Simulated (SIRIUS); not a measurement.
# In in SIRIUS: convergence with k mesh

Crystal: In.

```
In
1.0
    -1.88253    1.88253    1.88253
     1.88253   -1.88253    1.88253
     1.88253    1.88253   -1.88253
In
1
Cartesian
  0.0000 0.0000 0.0000
```

This isn't the form of In at room conditions, which is tetragonal.

* Program: SIRIUS 7.12.0
* Task: convergence study
* Functional: LDA
* Potentials or basis: all-electron FP-LAPW
* Cutoff: 149 eV
* Basis: apw+lo standard
* k mesh: 2 × 2 × 2
* Occupations: fermi-dirac, width 0.05 eV
* Spin: no spin polarisation

These are the settings of the first run; the series varies k mesh, with any setting tied to it.

Hardware: 1 thread of Arm Neoverse V2, on a shared host.

| k mesh | energy less the tightest run, at zero smearing (meV/atom) | SCF cycles | CPU time (s) | peak memory (GiB) |
| --- | --- | --- | --- | --- |
| 2 × 2 × 2 | -668.96 | 7 | 16 | 0.27 |
| 3 × 3 × 3 | 243.80 | 7 | 16 | 0.27 |
| 4 × 4 × 4 | 197.01 | 6 | 16 | 0.28 |
| 6 × 6 × 6 | -25.40 | 6 | 16 | 0.29 |
| 8 × 8 × 8 | 29.81 | 6 | 18 | 0.3 |
| 10 × 10 × 10 | -8.78 | 6 | 19 | 0.32 |
| 12 × 12 × 12 | 0.00 | 6 | 21 | 0.35 |

Not settled before the last step: the energy (to 1 meV/atom). Meshes of other sizes hit other points, so gaps and Fermi surfaces needn't settle smoothly. The tightest run that finished is the yardstick and may itself not be fully converged.
